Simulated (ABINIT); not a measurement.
# TiSi2 (Immm) in ABINIT: single point with PBEsol

Aim: the single point of TiSi2 with PBEsol.

Everything below comes from runs of ABINIT 10.8.3 (patched build). Logs are shortened: lines on timing, memory, paths and dates and some standing lists are left out, and cuts for length are marked. The log counts tension as positive stress, the text compression.

## 1. The structure

It takes space group Immm (No. 71, orthorhombic). The conventional cell has a = 2.946 Å, b = 3.424 Å, c = 8.424 Å, α = 90.00°, β = 90.00°, γ = 90.00°. Ti (site symmetry mmm) has 10 Si at 2.67 to 2.78 Å and 2 Ti at 2.95 Å as nearest neighbours. Around Si (site symmetry mm2) lie 7 Si at 2.63 to 2.95 Å and 5 Ti at 2.67 to 2.78 Å.

The cell comes from a database or a generator and needn't be the stable form of this composition.

## 2. Single point, PBEsol

Contents of run.abi:

```
pp_dirpath "./"
pseudos "Ti.upf, Si.upf"

acell 4.7793706975 4.7793706975 4.7793706975 Angstrom
rprim
    -0.3081727895     0.3582333551     0.8813049388
     0.3081727895    -0.3582333551     0.8813049388
     0.3081727895     0.3582333551    -0.8813049388
ntypat 2
znucl 22 14
natom 3
typat 1 2 2
xred
     0.0000000000     0.0000000000     0.0000000000
     0.6700780000     0.6700780000     0.0000000000
     0.3299220000     0.3299220000     0.0000000000
chkprim 0
chksymtnons 0
tolsym 1.0e-6

ecut 38.0

kptopt 1
ngkpt 9 9 9
nshiftk 1
shiftk 0.0 0.0 0.0

ixc -116133

nband 14
occopt 3
tsmear 0.05 eV

nstep 100
tolvrs 1.0e-10

iomode 3
prtwf 0
prtden 0
prteig 0
prtebands 0
enunit 2
```

Potentials or basis: PseudoDojo NC SR PBEsol v0.4.1 standard.

Launch:

```sh
$ abinit run.abi > log 2>&1
```

run.abo:

```text
.Version 10.8.3 of ABINIT
 Symmetries : space group Im m m (# 71); Bravais oI (body-center ortho.)
================================================================================
 Values of the parameters that define the memory need of the present run
     intxc =       0    ionmov =       0      iscf =       7    lmnmax =       6
     lnmax =       6     mgfft =      54  mpssoang =       3    mqgrid =    3001
     natom =       3  nloc_mem =       1    nspden =       1   nspinor =       1
    nsppol =       1      nsym =       8    n1xccc =    2501    ntypat =       2
    occopt =       3   xclevel =       2
       mpw =        3247          nfft =      157464          nkpt =         125
================================================================================
================================================================================

--------------------------------------------------------------------------------
------------- Echo of variables that govern the present computation ------------
--------------------------------------------------------------------------------
 -outvars: echo values of preprocessed input variables --------
            acell      9.0317016725E+00  9.0317016725E+00  9.0317016725E+00 Bohr
              amu      4.78800000E+01  2.80855000E+01
          chkprim           0
      chksymtnons           0
             ecut      3.80000000E+01 Hartree
           enunit           2
                       outvar_i_n : Printing only first  50 k-points.
              ixc     -116133
                       outvar_i_n : Printing only first  50 k-points.
         kptrlatt        9    0    0      0    9    0      0    0    9
          kptrlen      5.00998446E+01
            natom           3
            nband          14
            ngfft          54      54      54
             nkpt         125
            nstep         100
             nsym           8
           ntypat           2
                       prtocc : prtvol=0, do not print more k-points.
           occopt           3
           prtden           0
        prtebands           0
           prteig           0
            prtwf           0
            rprim     -3.0817278950E-01  3.5823335510E-01  8.8130493880E-01
                       3.0817278950E-01 -3.5823335510E-01  8.8130493880E-01
                       3.0817278950E-01  3.5823335510E-01 -8.8130493880E-01
          spgroup          71
           tolsym      1.00000000E-06
           tolvrs      1.00000000E-10
           tsmear      1.83746611E-03 Hartree
            typat      1  2  2
                       outvars : Printing only first  50 k-points.
           xangst      0.0000000000E+00  0.0000000000E+00  0.0000000000E+00
                      -6.2407327604E-17 -4.8374210322E-17  5.6448483050E+00
                       2.7095575888E-17  7.1330806411E-17  2.7793176951E+00
            xcart      0.0000000000E+00  0.0000000000E+00  0.0000000000E+00
                      -1.1793275742E-16 -9.1414009066E-17  1.0667217319E+01
                       5.1203217653E-17  1.3479568846E-16  5.2521492606E+00
             xred      0.0000000000E+00  0.0000000000E+00  0.0000000000E+00
                       6.7007800000E-01  6.7007800000E-01 -1.5691260205E-17
                       3.2992200000E-01  3.2992200000E-01  1.5982101910E-17
            znucl       22.00000   14.00000

================================================================================

 chkinp: Checking input parameters for consistency.

================================================================================
== DATASET  1 ==================================================================

--- !DatasetInfo
iteration_state: {dtset: 1, }
dimensions: {natom: 3, nkpt: 125, mband: 14, nsppol: 1, nspinor: 1, nspden: 1, mpw: 3247, }
cutoff_energies: {ecut:  38.0, pawecutdg:  -1.0, }
electrons: {nelect:   2.00000000E+01, charge:   0.00000000E+00, occopt:   3.00000000E+00, tsmear:   1.83746611E-03, }
meta: {optdriver: 0, ionmov: 0, optcell: 0, iscf: 7, paral_kgb: 0, }
...

 Real(R)+Recip(G) space primitive vectors, cartesian coordinates (Bohr,Bohr^-1):
 R(1)= -2.7833247  3.2354568  7.9596833  G(1)=  0.0000000  0.1545377  0.0628166
 R(2)=  2.7833247 -3.2354568  7.9596833  G(2)=  0.1796413  0.0000000  0.0628166
 R(3)=  2.7833247  3.2354568 -7.9596833  G(3)=  0.1796413  0.1545377  0.0000000
 Unit cell volume ucvol=  2.8671820E+02 bohr^3
 Angles (23,13,12)=  1.44101702E+02  1.38016520E+02  5.63996395E+01 degrees

 getcut: wavevector=  0.0000  0.0000  0.0000  ngfft=  54  54  54
         ecut(hartree)=     38.000   => boxcut(ratio)=   2.15468

--- Pseudopotential description ------------------------------------------------
- pspini: atom type   1  psp file is ./Ti.upf
12 -116133 2 -1 1586                          pspcod,pspxc,lmax,lloc,mmax
     nproj     2     2     2

- pspini: atom type   2  psp file is ./Si.upf
12 -116133 2 -1 1510                          pspcod,pspxc,lmax,lloc,mmax
     nproj     2     2     2

   6.09971500E+02                                ecore*ucvol(ha*bohr**3)
--------------------------------------------------------------------------------

================================================================================

--- !BeginCycle
iteration_state: {dtset: 1, }
solver: {iscf: 7, nstep: 100, nline: 4, wfoptalg: 0, }
tolerances: {tolvrs: 1.00E-10, }
...

     iter   Etot(hartree)      deltaE(h)  residm     vres2
 ETOT  1  -67.704119880790    -6.770E+01 1.109E-01 3.126E+02
 ETOT  2  -67.461585223737     2.425E-01 1.093E-01 5.219E+03
 ETOT  3  -67.796414608167    -3.348E-01 1.791E-02 3.229E+02
 ETOT  4  -67.818781485431    -2.237E-02 1.796E-02 1.611E+00
 ETOT  5  -67.818990028105    -2.085E-04 1.272E-02 1.830E-02
 ETOT  6  -67.818999316730    -9.289E-06 6.522E-03 2.225E-02
 ETOT  7  -67.819001426915    -2.110E-06 2.073E-03 2.599E-03
 ETOT  8  -67.819001632644    -2.057E-07 3.769E-03 1.160E-03
 ETOT  9  -67.819001719743    -8.710E-08 2.050E-03 1.213E-05
 ETOT 10  -67.819001722716    -2.973E-09 3.143E-03 6.763E-07
 ETOT 11  -67.819001723129    -4.131E-10 1.546E-03 1.018E-07
 ETOT 12  -67.819001723203    -7.408E-11 1.478E-03 3.899E-09
 ETOT 13  -67.819001723216    -1.320E-11 1.390E-03 4.400E-12

 At SCF step   13       vres2   =  4.40E-12 < tolvrs=  1.00E-10 =>converged.

 Cartesian components of stress tensor (hartree/bohr^3)
  sigma(1 1)=  1.14638520E-04  sigma(3 2)=  0.00000000E+00
  sigma(2 2)=  1.15789799E-04  sigma(3 1)=  0.00000000E+00
  sigma(3 3)=  1.55068615E-04  sigma(2 1)=  0.00000000E+00

--- !ResultsGS
iteration_state: {dtset: 1, }
comment   : Summary of ground state results
lattice_vectors:
- [ -2.7833247,   3.2354568,   7.9596833, ]
- [  2.7833247,  -3.2354568,   7.9596833, ]
- [  2.7833247,   3.2354568,  -7.9596833, ]
lattice_lengths: [   9.03170,    9.03170,    9.03170, ]
lattice_angles: [144.102, 138.017,  56.400, ] # degrees, (23, 13, 12)
lattice_volume:   2.8671820E+02
convergence: {deltae: -1.320E-11, res2:  4.400E-12, residm:  1.390E-03, diffor: null, }
etotal    :  -6.78190017E+01
entropy   :   0.00000000E+00
fermie    :   3.47634009E-01
cartesian_stress_tensor: # hartree/bohr^3
- [  1.14638520E-04,   0.00000000E+00,   0.00000000E+00, ]
- [  0.00000000E+00,   1.15789799E-04,   0.00000000E+00, ]
- [  0.00000000E+00,   0.00000000E+00,   1.55068615E-04, ]
pressure_GPa:  -3.7806E+00
xred      :
- [  0.0000E+00,   0.0000E+00,   0.0000E+00, Ti]
- [  6.7008E-01,   6.7008E-01,  -1.5691E-17, Si]
- [  3.2992E-01,   3.2992E-01,   1.5982E-17, Si]
cartesian_forces: # hartree/bohr
- [  1.44560290E-19,  -0.00000000E+00,  -0.00000000E+00, ]
- [ -5.36671379E-19,  -5.30544845E-19,  -1.17423783E-03, ]
- [  3.92111090E-19,   5.30544845E-19,   1.17423783E-03, ]
force_length_stats: {min:   1.44560290E-19, max:   1.17423783E-03, mean:   7.82825217E-04, }
...

 Integrated electronic density in atomic spheres:
 ------------------------------------------------
 Atom  Sphere_radius  Integrated_density
    1        2.00000          9.57335421
    2        2.00000          1.72441604
    3        2.00000          1.72441604
================================================================================

 ----iterations are completed or convergence reached----

 Mean square residual over all n,k,spin=   57.277E-07; max=  13.899E-04
 reduced coordinates (array xred) for    3 atoms
       0.000000000000      0.000000000000      0.000000000000
       0.670078000000      0.670078000000     -0.000000000000
       0.329922000000      0.329922000000      0.000000000000
 rms dE/dt=  7.6314E-03; max dE/dt=  9.3466E-03; dE/dt below (all hartree)
    1       0.000000000000      0.000000000000      0.000000000000
    2       0.009346561201      0.009346561201     -0.009346561201
    3      -0.009346561201     -0.009346561201      0.009346561201

 cartesian coordinates (angstrom) at end:
    1      0.00000000000000     0.00000000000000     0.00000000000000
    2     -0.00000000000000    -0.00000000000000     5.64484830503210
    3      0.00000000000000     0.00000000000000     2.77931769509341

 cartesian forces (hartree/bohr) at end:
    1      0.00000000000000    -0.00000000000000    -0.00000000000000
    2     -0.00000000000000    -0.00000000000000    -0.00117423782595
    3      0.00000000000000     0.00000000000000     0.00117423782595
 frms,max,avg= 5.5354102E-04 1.1742378E-03   0.000E+00  0.000E+00  0.000E+00 h/b

 cartesian forces (eV/Angstrom) at end:
    1      0.00000000000000    -0.00000000000000    -0.00000000000000
    2     -0.00000000000000    -0.00000000000000    -0.06038173676012
    3      0.00000000000000     0.00000000000000     0.06038173676012
 frms,max,avg= 2.8464224E-02 6.0381737E-02   0.000E+00  0.000E+00  0.000E+00 e/A
 length scales=  9.031701672464  9.031701672464  9.031701672464 bohr
              =  4.779370697500  4.779370697500  4.779370697500 angstroms
 Fermi (or HOMO) energy (hartree) =   0.34763   Average Vxc (hartree)=  -0.42955
 Eigenvalues (hartree) for nkpt= 125  k points:
 kpt#   1, nband= 14, wtk=  0.00137, kpt=  0.0000  0.0000  0.0000 (reduced coord)
  -1.71091   -0.84520   -0.84436   -0.83531   -0.11395    0.17297    0.19557    0.26861
   0.32443    0.37530    0.42220    0.43617    0.46272    0.48896
      occupation numbers for kpt#   1
   2.00000    2.00000    2.00000    2.00000    2.00000    2.00000    2.00000    2.00000
   1.99999    0.00000    0.00000    0.00000    0.00000    0.00000
 prteigrs : prtvol=0 or 1, do not print more k-points.

 Fermi (or HOMO) energy (eV) =   9.45960   Average Vxc (eV)= -11.68872
 Eigenvalues (   eV  ) for nkpt= 125  k points:
 kpt#   1, nband= 14, wtk=  0.00137, kpt=  0.0000  0.0000  0.0000 (reduced coord)
 -46.55611  -22.99901  -22.97618  -22.72981   -3.10077    4.70663    5.32162    7.30916
   8.82813   10.21236   11.48870   11.86886   12.59135   13.30516
 prteigrs : prtvol=0 or 1, do not print more k-points.

--- !EnergyTerms
iteration_state     : {dtset: 1, }
comment             : Components of total free energy in Hartree
kinetic             :  2.67301460914873E+01
hartree             :  1.62592669202925E+01
xc                  : -1.18495025463516E+01
Ewald energy        : -4.87753052529747E+01
psp_core            :  2.12742514007286E+00
local_psp           : -5.39421199647706E+01
non_local_psp       :  1.63146334355156E+00
internal            : -6.78186262686928E+01
'-kT*entropy'       : -3.75454523324501E-04
total_energy        : -6.78190017232161E+01
total_energy_eV     : -1.84544905070728E+03
band_energy         : -6.15772711225480E+00
...

 Cartesian components of stress tensor (hartree/bohr^3)
  sigma(1 1)=  1.14638520E-04  sigma(3 2)=  0.00000000E+00
  sigma(2 2)=  1.15789799E-04  sigma(3 1)=  0.00000000E+00
  sigma(3 3)=  1.55068615E-04  sigma(2 1)=  0.00000000E+00

-Cartesian components of stress tensor (GPa)         [Pressure= -3.7806E+00 GPa]
- sigma(1 1)=  3.37278170E+00  sigma(3 2)=  0.00000000E+00
- sigma(2 2)=  3.40665352E+00  sigma(3 1)=  0.00000000E+00
- sigma(3 3)=  4.56227617E+00  sigma(2 1)=  0.00000000E+00

== END DATASET(S) ==============================================================
================================================================================

 -outvars: echo values of variables after computation  --------
            acell      9.0317016725E+00  9.0317016725E+00  9.0317016725E+00 Bohr
           etotal     -6.7819001723E+01
            fcart      1.4456028966E-19 -0.0000000000E+00 -0.0000000000E+00
                      -5.3667137933E-19 -5.3054484504E-19 -1.1742378259E-03
                       3.9211108967E-19  5.3054484504E-19  1.1742378259E-03
            rprim     -3.0817278950E-01  3.5823335510E-01  8.8130493880E-01
                       3.0817278950E-01 -3.5823335510E-01  8.8130493880E-01
                       3.0817278950E-01  3.5823335510E-01 -8.8130493880E-01
           strten      1.1463851992E-04  1.1578979949E-04  1.5506861529E-04
                       0.0000000000E+00  0.0000000000E+00  0.0000000000E+00
           xangst      0.0000000000E+00  0.0000000000E+00  0.0000000000E+00
                      -6.2407327604E-17 -4.8374210322E-17  5.6448483050E+00
                       2.7095575888E-17  7.1330806411E-17  2.7793176951E+00
             xred      0.0000000000E+00  0.0000000000E+00  0.0000000000E+00
                       6.7007800000E-01  6.7007800000E-01 -1.5691260205E-17
                       3.2992200000E-01  3.2992200000E-01  1.5982101910E-17
 Calculation completed.
```

It took 5.5 min on 1 thread of Arm Neoverse V2, shared host; peak memory 0.19 GiB.

What came out:

```
Free energy                                           : -1845.4491 eV
Pressure                                              : -3.8 GPa
Largest force                                         : 0.060 eV/Å
Band gap on the k mesh                                : none (metal or under the smearing width)
Valence electrons inside the program's atomic spheres : Ti 9.57; Si 1.72
```

Forces on the atoms (eV/Å):
```
Ti   0.000  0.000  0.000
Si   0.000  0.000 -0.060
Si   0.000  0.000  0.060
```

Levels at points of the mesh, in eV from the Fermi level:
```tsv
k point	band 8	band 9	band 10	band 11	band 12	band 13
(0.00, 0.00, 0.00)	-2.15	-0.63	0.75	2.03	2.41	3.13
```
